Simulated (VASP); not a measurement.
# Pt (Im-3m) in VASP: settings compared

The runs below take Pt through single point, with PBE, r2SCAN.

All numbers are computed with VASP 6.6.1; they aren't measurements. Logs are shortened: lines on timing, memory, paths and dates and some standing lists are left out, and cuts for length are marked.

### 1 The crystal as given

Symmetry: Im-3m, No. 229, cubic system. The conventional cell has a = 3.111 Å, b = 3.111 Å, c = 3.111 Å, α = 90.00°, β = 90.00°, γ = 90.00°. Around Pt (site symmetry m-3m) lie 8 Pt at 2.69 Å.

The cell was built by a generator and needn't be a form met in nature.

### 2 Single point, PBE

INCAR

```
PREC = Accurate
ENCUT = 520
EDIFF = 1E-6
ISMEAR = 0
SIGMA = 0.05
LREAL = F
LASPH = T
NELM = 100
ALGO = Normal
ISIF = 2
LWAVE = F
LCHARG = T
GGA = PE
LELF = T
LVHAR = T
NBANDS = 11
```

KPOINTS

```
regular mesh
0
Gamma
  8 8 8
```

POSCAR

```
Pt
1.0
   -1.5556539951      1.5556539951      1.5556539951
    1.5556539951     -1.5556539951      1.5556539951
    1.5556539951      1.5556539951     -1.5556539951
Pt
1
Direct
    0.0000000000      0.0000000000      0.0000000000
```

Potentials or basis: VASP PAW PBE potentials, release 64 (Pt).

Command:

```console
$ cat potpaw_PBE.64/Pt/POTCAR > POTCAR
$ mpirun -np 1 vasp_std > vasp.out
```

OUTCAR:

```text
PREC = Accurate
   ENCUT = 520
   EDIFF = 1E-6
   ISMEAR = 0
   LREAL = F
   LASPH = T
   NELM = 100
   ISIF = 2
   GGA = PE

 ion  position               nearest neighbor table
   1  0.000  0.000  0.000-

  LATTYP: Found a body centered cubic cell.
 ALAT       =     3.1113079902

  Lattice vectors:

 A1 = (  -1.5556539951,   1.5556539951,   1.5556539951)
 A2 = (   1.5556539951,  -1.5556539951,   1.5556539951)
 A3 = (   1.5556539951,   1.5556539951,  -1.5556539951)

Analysis of symmetry for initial positions (statically):
=====================================================================
 Subroutine PRICEL returns:
 Original cell was already a primitive cell.

 Routine SETGRP: Setting up the symmetry group for a
 body centered cubic supercell.

 Subroutine GETGRP returns: Found 48 space group operations
 (whereof 48 operations were pure point group operations)
 out of a pool of 48 trial point group operations.

The static configuration has the point symmetry O_h .

Analysis of symmetry for dynamics (positions and initial velocities):
=====================================================================
 Subroutine PRICEL returns:
 Original cell was already a primitive cell.

 Routine SETGRP: Setting up the symmetry group for a
 body centered cubic supercell.

 Subroutine GETGRP returns: Found 48 space group operations
 (whereof 48 operations were pure point group operations)
 out of a pool of 48 trial point group operations.

The dynamic configuration has the point symmetry O_h .

 Subroutine INISYM returns: Found 48 space group operations
 (whereof 48 operations are pure point group operations),
 and found     1 'primitive' translations

----------------------------------------------------------------------------------------

                                     Primitive cell

  volume of cell :      15.0591

  direct lattice vectors                    reciprocal lattice vectors
    -1.555653995  1.555653995  1.555653995     0.000000000  0.321408232  0.321408232
     1.555653995 -1.555653995  1.555653995     0.321408232  0.000000000  0.321408232
     1.555653995  1.555653995 -1.555653995     0.321408232  0.321408232  0.000000000

  length of vectors
     2.694471759  2.694471759  2.694471759     0.454539881  0.454539881  0.454539881

  position of ions in fractional coordinates (direct lattice)
     0.000000000  0.000000000  0.000000000

  ion indices of the primitive-cell ions
   primitive index   ion index
                 1           1

----------------------------------------------------------------------------------------

 KPOINTS: regular mesh

Automatic generation of k-mesh.
 Grid dimensions read from file:
 generate k-points for:    8    8    8

 Generating k-lattice:

  Cartesian coordinates                     Fractional coordinates (reciprocal lattice)
     0.000000000  0.040176029  0.040176029     0.125000000  0.000000000  0.000000000
     0.040176029  0.000000000  0.040176029     0.000000000  0.125000000  0.000000000
     0.040176029  0.040176029  0.000000000     0.000000000  0.000000000  0.125000000

  Length of vectors
     0.056817485  0.056817485  0.056817485

  Shift w.r.t. Gamma in fractional coordinates (k-lattice)
     0.000000000  0.000000000  0.000000000

 Subroutine IBZKPT returns following result:
 ===========================================

 Found     29 irreducible k-points:

 Following reciprocal coordinates:
            Coordinates               Weight
  0.000000  0.000000  0.000000      1.000000
  0.125000  0.000000  0.000000     12.000000
  0.250000  0.000000  0.000000     12.000000
  0.375000  0.000000  0.000000     12.000000
  0.500000  0.000000  0.000000      6.000000
  0.125000  0.125000  0.000000     24.000000
[... 16 lines left out ...]
 -0.250000  0.250000  0.250000      6.000000
 -0.375000  0.375000  0.250000     24.000000
 [... further k-points ...]
   k-points           NKPTS =     29   k-points in BZ     NKDIM =     29   number of bands    NBANDS=     11
   number of dos      NEDOS =    301   number of ions     NIONS =      1
   total plane-waves  NPLWV =   8000
   dimension x,y,z NGX =    20 NGY =   20 NGZ =   20
   dimension x,y,z NGXF=    40 NGYF=   40 NGZF=   40
   ions per type =               1
   NGX,Y,Z   is equivalent  to a cutoff of  12.34, 12.34, 12.34 a.u.
   NGXF,Y,Z  is equivalent  to a cutoff of  24.68, 24.68, 24.68 a.u.
 SYSTEM =  unknown system
   PREC   = accura    normal or accurate (medium, high low for compatibility)
   ISTART =      0    job   : 0-new  1-cont  2-samecut
   ICHARG =      2    charge: 1-file 2-atom 10-const
   ISPIN  =      1    spin polarized calculation?
   LNONCOLLINEAR =      F non collinear calculations
   LSORBIT =      F    spin-orbit coupling
   LASPH  =      T    aspherical Exc in radial PAW
   ENCUT  =  520.0 eV  38.22 Ry    6.18 a.u.   5.01  5.01  5.01*2*pi/ulx,y,z
   NELM   =    100;   NELMIN=  2; NELMDL= -5     # of ELM steps
   EDIFF  = 0.1E-05   stopping-criterion for ELM
   LREAL  =      F    real-space projection
   EDIFFG = 0.1E-04   stopping-criterion for IOM
   NSW    =      0    number of steps for IOM
   IBRION =     -1    ionic relax: 0-MD 1-quasi-New 2-CG
   NFREE  =      0    steps in history (QN), initial steepest desc. (CG)
   ISIF   =      2    stress and relaxation
   ISYM   =      2    0-nonsym 1-usesym 2-fastsym
   POTIM  = 0.5000    time-step for ionic-motion
   TEBEG  =    0.0;   TEEND  =   0.0 temperature during run
   PSTRESS=    0.0 pullay stress
   NELECT =      10.0000    total number of electrons
   NUPDOWN=      -1.0000    fix difference up-down
   EMIN   =  10.00;   EMAX   =-10.00  energy-range for DOS
   EFERMI =   0.00;   METHOD = LEGACY
   ISMEAR =     0;   SIGMA  =   0.05  broadening in eV -4-tet -1-fermi 0-gaus
   EFERMI_NEDOS =   21; number of points for ismear=-14 and -15
   IALGO  =     38    algorithm
   IMIX   =      4    mixing-type and parameters
     AMIX     =   0.40;   BMIX     =  1.00
     AMIX_MAG =   1.60;   BMIX_MAG =  1.00
  volume/ion in A,a.u.               =      15.06       101.62
  Fermi-wavevector in a.u.,A,eV,Ry     =   1.428264  2.699028 27.755042  2.039938
  Thomas-Fermi vector in A             =   2.548345
   LORBIT       =      0    0 simple, 1 ext, 2 COOP (PROOUT), +10 PAW based schemes
   GGA     = PE    functional components
   LHFCALC =     F    Hartree Fock is set to
   AEXX    =    0.0000 exact exchange contribution
   IVDW    =     0    specifies the selected vdW correction
   LEPSILON=     F    determine dielectric tensor
   LRPA    =     F    only Hartree local field effects (RPA)
 non-spin polarized calculation
 Gauss-broadening in eV      SIGMA  =   0.05
  energy-cutoff  :      520.00
  volume of cell :       15.06
 maximum number of plane-waves:       420
   NGX =  9   NGY =  9   NGZ =  9

 number of electron      10.0000000 magnetization

 number of electron       9.9999999 magnetization

 Free energy of the ion-electron system (eV)
  ---------------------------------------------------
  ext. energy  EPLUGINS =         0.00000000
  ---------------------------------------------------
  free energy    TOTEN  =        -5.89668765 eV

  energy without entropy =       -5.88970525  energy(sigma->0) =       -5.89319645

 E-fermi :  11.1536     XC(G=0): -13.4875

 val. band max:       11.1391779243   @ k =  -0.3750   0.3750   0.1250
 cond. band min:      11.1585027327   @ k =   0.2500   0.1250   0.0000
 fundamental gap:      0.0193248084
 Fermi energy:        11.1536101404

 k-point     1 :       0.0000    0.0000    0.0000
  band No.  band energies     occupation
      1       1.0739      2.00000
      2       7.3502      2.00000
      3       7.3502      2.00000
      4       7.3502      2.00000
      5      10.0120      2.00000
      6      10.0120      2.00000
      7      28.1490      0.00000
      8      28.1490      0.00000
      9      28.1490      0.00000
     10      38.7971      0.00000
     11      38.7971      0.00000

 k-point     2 :       0.1250    0.0000    0.0000
  band No.  band energies     occupation
      1       1.7227      2.00000
      2       7.0933      2.00000
      3       7.3343      2.00000
      4       7.8882      2.00000
      5       9.7219      2.00000
      6      10.0327      2.00000
      7      28.3543      0.00000
      8      28.5492      0.00000
      9      29.1287      0.00000
     10      34.9080      0.00000
     11      35.3254      0.00000

 k-point     3 :       0.2500    0.0000    0.0000
  band No.  band energies     occupation
      1       3.2584      2.00000
      2       6.5233      2.00000
      3       7.3790      2.00000
      4       9.3678      2.00000
      5       9.5510      2.00000
      6      10.1255      2.00000
      7      26.0242      0.00000
      8      27.2249      0.00000
      9      31.7436      0.00000
     10      33.4656      0.00000
     11      34.2286      0.00000

 k-point     4 :       0.3750    0.0000    0.0000
  band No.  band energies     occupation
      1       4.0626      2.00000
      2       6.0104      2.00000
      3       8.9080      2.00000
      4       9.9063      2.00000
      5      10.2853      2.00000
      6      11.2558      0.00383
      7      20.9082      0.00000
      8      25.1810      0.00000
      9      29.2036      0.00000
     10      35.0489      0.00000
     11      35.5001      0.00000
[... 239 lines left out ...]
 k-point    22 :       0.2500    0.2500    0.2500
  band No.  band energies     occupation
      1       6.4858      2.00000
      2       6.4858      2.00000
      3       6.4858      2.00000
      4      10.4496      2.00000
      5      10.4496      2.00000
      6      16.0748      0.00000
      7      20.7982      0.00000
      8      20.7983      0.00000
      9      20.7983      0.00000
     10      39.3959      0.00000
     11      39.3959      0.00000

 k-point    23 :      -0.2500    0.2500    0.2500
  band No.  band energies     occupation
      1       5.0794      2.00000
      2       6.8719      2.00000
      3       8.1175      2.00000
      4       8.1175      2.00000
      5       9.2648      2.00000
      6      11.1305      1.48644
      7      25.9364      0.00000
      8      28.1239      0.00000
      9      28.1239      0.00000
     10      29.2623      0.00000
     11      37.5806      0.00000

 k-point    24 :      -0.3750    0.3750    0.2500
  band No.  band energies     occupation
      1       5.5451      2.00000
      2       6.1237      2.00000
      3       8.1268      2.00000
      4       8.8283      2.00000
      5      10.8836      2.00000
      6      12.8427      0.00000
      7      22.2591      0.00000
      8      25.1025      0.00000
      9      27.3527      0.00000
     10      30.4287      0.00000
     11      37.2582      0.00000

 [... further k-points ...]
[... 5 lines left out ...]
  --------------------------------------------------------------------------------------
  -------------------------------------------------------------------------------------
  Total        1.3880228      1.3880228      1.3880228      0.0000000      0.0000000      0.0000000
  in kB      147.6754006    147.6754006    147.6754006      0.0000000      0.0000000      0.0000000
  external PRESSURE =     147.6754006 kB  Pullay stress =       0.0000000 kB

 VOLUME and BASIS-vectors are now :
 -----------------------------------------------------------------------------
  energy-cutoff  :      520.00
  volume of cell :       15.06
      direct lattice vectors                 reciprocal lattice vectors
    -1.555653995  1.555653995  1.555653995     0.000000000  0.321408232  0.321408232
     1.555653995 -1.555653995  1.555653995     0.321408232  0.000000000  0.321408232
     1.555653995  1.555653995 -1.555653995     0.321408232  0.321408232  0.000000000

 POSITION                                       TOTAL-FORCE (eV/Angst)
 -----------------------------------------------------------------------------------
      0.00000      0.00000      0.00000         0.000000      0.000000      0.000000
 -----------------------------------------------------------------------------------
    total drift:                                0.000000      0.000000      0.000000

  FREE ENERGIE OF THE ION-ELECTRON SYSTEM (eV)
  ---------------------------------------------------
  free  energy   TOTEN  =        -5.8966876460 eV

  energy  without entropy=       -5.8897052462  energy(sigma->0) =       -5.89319645
```

Run time: 4 s. Hardware: 1 thread of Intel Xeon Platinum 8488C (Sapphire Rapids), shared host; peak memory 0.12 GiB.

What came out:

```yaml
Free_energy: -5.8967 eV
Pressure: 14.8 GPa
Band_gap_on_the_k_mesh: none (metal or under the smearing width)
```

Levels at points of the mesh, in eV from the Fermi level:
```
           k point  band 1  band 2  band 3  band 4  band 5  band 6  band 7  band 8  band 9  band 10
(0.00, 0.00, 0.00)  -10.08   -3.80   -3.80   -3.80   -1.14   -1.14   17.00   17.00   17.00    27.64
(0.50, 0.00, 0.00)   -7.10   -5.34   -1.32   -0.78    0.04    1.10    6.66   13.18   16.20    24.19
(0.50, 0.50, 0.50)   -6.63   -6.63    0.53    0.53    0.53    7.70    7.70    7.70   13.43    19.65
```

Spin-orbit coupling is left out, which matters for the levels of Pt.

### 3 Single point, r2SCAN

This run uses another cell than the first one, of 15.47 Å³/atom, 1.027 times its volume.

POSCAR

```
Pt
1.0
   -1.5695518267      1.5695518267      1.5695518267
    1.5695518267     -1.5695518267      1.5695518267
    1.5695518267      1.5695518267     -1.5695518267
Pt
1
Direct
    0.0000000000      0.0000000000      0.0000000000
```

INCAR.step1

```
PREC = Accurate
ENCUT = 520
ISMEAR = 0
SIGMA = 0.05
LREAL = F
LASPH = T
NELM = 80
NBANDS = 11
GGA = PE
ALGO = Normal
EDIFF = 1E-4
LWAVE = T
LCHARG = F
```

INCAR.step2

```
PREC = Accurate
ENCUT = 520
EDIFF = 1E-7
ISMEAR = 0
SIGMA = 0.05
LREAL = F
LASPH = T
NELM = 80
ALGO = Normal
ISIF = 2
LWAVE = F
LCHARG = F
METAGGA = R2SCAN
LMIXTAU = T
NBANDS = 11
ISTART = 1
```

KPOINTS

```
Automatic mesh
0
Gamma
  18 18 18
```

Potentials or basis: VASP PAW PBE potentials, release 64 (Pt).

Command:

```console
$ cat potpaw_PBE.64/Pt/POTCAR > POTCAR
$ cp INCAR.step1 INCAR
$ mpirun -np 1 vasp_std > vasp.out
$ cp INCAR.step2 INCAR
$ mpirun -np 1 vasp_std > vasp.out
```

OUTCAR:

```text
PREC = Accurate
   ENCUT = 520
   EDIFF = 1E-7
   ISMEAR = 0
   LREAL = F
   LASPH = T
   NELM = 80
   ISIF = 2
   METAGGA = R2SCAN
   ISTART = 1

 ion  position               nearest neighbor table
   1  0.000  0.000  0.000-

  LATTYP: Found a body centered cubic cell.
 ALAT       =     3.1391036534

  Lattice vectors:

 A1 = (  -1.5695518267,   1.5695518267,   1.5695518267)
 A2 = (   1.5695518267,  -1.5695518267,   1.5695518267)
 A3 = (   1.5695518267,   1.5695518267,  -1.5695518267)

Analysis of symmetry for initial positions (statically):
=====================================================================
 Subroutine PRICEL returns:
 Original cell was already a primitive cell.

 Routine SETGRP: Setting up the symmetry group for a
 body centered cubic supercell.

 Subroutine GETGRP returns: Found 48 space group operations
 (whereof 48 operations were pure point group operations)
 out of a pool of 48 trial point group operations.

The static configuration has the point symmetry O_h .

Analysis of symmetry for dynamics (positions and initial velocities):
=====================================================================
 Subroutine PRICEL returns:
 Original cell was already a primitive cell.

 Routine SETGRP: Setting up the symmetry group for a
 body centered cubic supercell.

 Subroutine GETGRP returns: Found 48 space group operations
 (whereof 48 operations were pure point group operations)
 out of a pool of 48 trial point group operations.

The dynamic configuration has the point symmetry O_h .

 Subroutine INISYM returns: Found 48 space group operations
 (whereof 48 operations are pure point group operations),
 and found     1 'primitive' translations

[... 109 lines left out ...]
   IALGO  =     38    algorithm
   IMIX   =      4    mixing-type and parameters
     AMIX     =   0.40;   BMIX     =  1.00
     AMIX_MAG =   1.60;   BMIX_MAG =  1.00
  volume/ion in A,a.u.               =      15.47       104.37
  Fermi-wavevector in a.u.,A,eV,Ry     =   1.415617  2.675129 27.265696  2.003972
  Thomas-Fermi vector in A             =   2.537037
   LORBIT       =      0    0 simple, 1 ext, 2 COOP (PROOUT), +10 PAW based schemes
   METAGGA = R2SCAN    functional components
   LHFCALC =     F    Hartree Fock is set to
   AEXX    =    0.0000 exact exchange contribution
   IVDW    =     0    specifies the selected vdW correction
   LEPSILON=     F    determine dielectric tensor
   LRPA    =     F    only Hartree local field effects (RPA)
 non-spin polarized calculation
 Gauss-broadening in eV      SIGMA  =   0.05
  energy-cutoff  :      520.00
  volume of cell :       15.47
 maximum number of plane-waves:       430
   NGX = 11   NGY = 11   NGZ = 11

 number of electron       9.9999997 magnetization

 Free energy of the ion-electron system (eV)
  ---------------------------------------------------
  ext. energy  EPLUGINS =         0.00000000
  ---------------------------------------------------
  free energy    TOTEN  =       -51.41403817 eV

  energy without entropy =      -51.41329525  energy(sigma->0) =      -51.41366671

 E-fermi :  10.3772     XC(G=0): -14.4290

 val. band max:       10.3562980975   @ k =  -0.2778   0.2778   0.2222
 cond. band min:      10.3842327476   @ k =  -0.3889   0.3889   0.2222
 fundamental gap:      0.0279346502
 Fermi energy:        10.3771582427

 k-point     1 :       0.0000    0.0000    0.0000
  band No.  band energies     occupation
      1       0.3723      2.00000
      2       6.6088      2.00000
      3       6.6088      2.00000
      4       6.6088      2.00000
      5       9.1899      2.00000
      6       9.1899      2.00000
      7      28.4254      0.00000
      8      28.4254      0.00000
      9      28.4254      0.00000
     10      39.1175      0.00000
     11      39.1175      0.00000
[... 309 lines left out ...]
 k-point    24 :       0.3889    0.1111    0.0000
  band No.  band energies     occupation
      1       3.7014      2.00000
      2       5.2342      2.00000
      3       8.2900      2.00000
      4       9.0103      2.00000
      5       9.9916      2.00000
      6      12.7044      0.00000
      7      17.8654      0.00000
      8      24.4903      0.00000
      9      26.6352      0.00000
     10      35.1389      0.00000
     11      36.1632      0.00000

 [... further k-points ...]
[... 5 lines left out ...]
  --------------------------------------------------------------------------------------
  -------------------------------------------------------------------------------------
  Total        0.0521881      0.0521881      0.0521881     -0.0000000     -0.0000000      0.0000000
  in kB        5.4062332      5.4062332      5.4062332     -0.0000000     -0.0000000      0.0000000
  external PRESSURE =       5.4062332 kB  Pullay stress =       0.0000000 kB

 VOLUME and BASIS-vectors are now :
 -----------------------------------------------------------------------------
  energy-cutoff  :      520.00
  volume of cell :       15.47
      direct lattice vectors                 reciprocal lattice vectors
    -1.569551827  1.569551827  1.569551827     0.000000000  0.318562275  0.318562275
     1.569551827 -1.569551827  1.569551827     0.318562275  0.000000000  0.318562275
     1.569551827  1.569551827 -1.569551827     0.318562275  0.318562275  0.000000000

 POSITION                                       TOTAL-FORCE (eV/Angst)
 -----------------------------------------------------------------------------------
      0.00000      0.00000      0.00000         0.000000      0.000000      0.000000
 -----------------------------------------------------------------------------------
    total drift:                                0.000000     -0.000000      0.000000

  FREE ENERGIE OF THE ION-ELECTRON SYSTEM (eV)
  ---------------------------------------------------
  free  energy   TOTEN  =       -51.4140381710 eV

  energy  without entropy=      -51.4132952508  energy(sigma->0) =      -51.41366671
```

Wall time 61 s (1 thread of Intel Xeon Platinum 8488C (Sapphire Rapids), shared host); peak memory 0.15 GiB.

Results:

```yaml
Free_energy: -51.4140 eV
Pressure: 0.5 GPa
Band_gap_on_the_k_mesh: none (metal or under the smearing width)
```

Caveat: the PAW data sets were made with another functional, which shifts forces and pressure a little. Spin-orbit coupling is left out, which matters for the levels of Pt.

(Part 1 of 2 ends here.)
